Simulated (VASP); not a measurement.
Wanted: the native input for a VASP 6.6.1 run.

- Task: relaxation of cell and atoms
- Functional: r2SCAN
- Potentials or basis: VASP PAW PBE potentials, release 64 (Se)
- Cutoff: 600 eV
- k mesh: 15 × 15 × 13
- Occupations: gaussian, width 0.03 eV
- Spin: no spin polarisation
- Target pressure: 94 GPa
- Further INCAR settings: ALGO = Normal; EDIFF = 1e-06; IBRION = 2; EDIFFG = -0.01; NSW = 90; ISIF = 3
- Target pressure: 94 GPa

The structure of Se lies in POSCAR:

```
Se
1.0
    1.9250000000      1.1113992682      0.8816666667
   -1.9250000000      1.1113992682      0.8816666667
    0.0000000000     -2.2227985364      0.8816666667
Se
1
Direct
    0.0000000000      0.0000000000      0.0000000000
```

This isn't the form of Se at room conditions, which is trigonal, of chains.

The input as run:

INCAR

```
PREC = Accurate
ENCUT = 600
EDIFF = 1E-6
ISMEAR = 0
SIGMA = 0.03
LREAL = False
LASPH = True
NELM = 80
ALGO = Normal
ISIF = 3
LWAVE = False
LCHARG = False
METAGGA = R2SCAN
LMIXTAU = True
IBRION = 2
NSW = 90
EDIFFG = -0.01
PSTRESS = 940.0
```

KPOINTS

```
Automatic mesh
0
Gamma
  15 15 13
```

Potentials or basis: VASP PAW PBE potentials, release 64 (Se).

Launch:

```console
$ cat potpaw_PBE.64/Se/POTCAR > POTCAR
$ mpirun -np 1 vasp_std > vasp.out
```

Results of the run:

The relaxed volume is 13.12 Å³/atom, the relaxed cell is a = 2.459 Å, b = 2.459 Å, c = 2.459 Å, α = 104.52°, β = 104.52°, γ = 104.52° and the space group after relaxing (to 0.05 Å) is R-3m (No. 166). The energy change on relaxing (the enthalpy is what falls) is -1428.8 meV/atom and the ionic steps are 17. The pressure after relaxing is 94.1 GPa. The band gap on the k mesh is none (metal or under the smearing width).

Caveat: the cell is relaxed towards a set pressure, so the enthalpy falls and the energy may rise; the volume moved by over 15 % at a fixed basis, so the end points are rough; the PAW data sets were made with another functional, which shifts forces and pressure a little.

It took 37 min on 1 thread of Intel(R) Xeon(R) Platinum 8488C (Sapphire Rapids), on a shared host, peak memory 0.21 GiB.
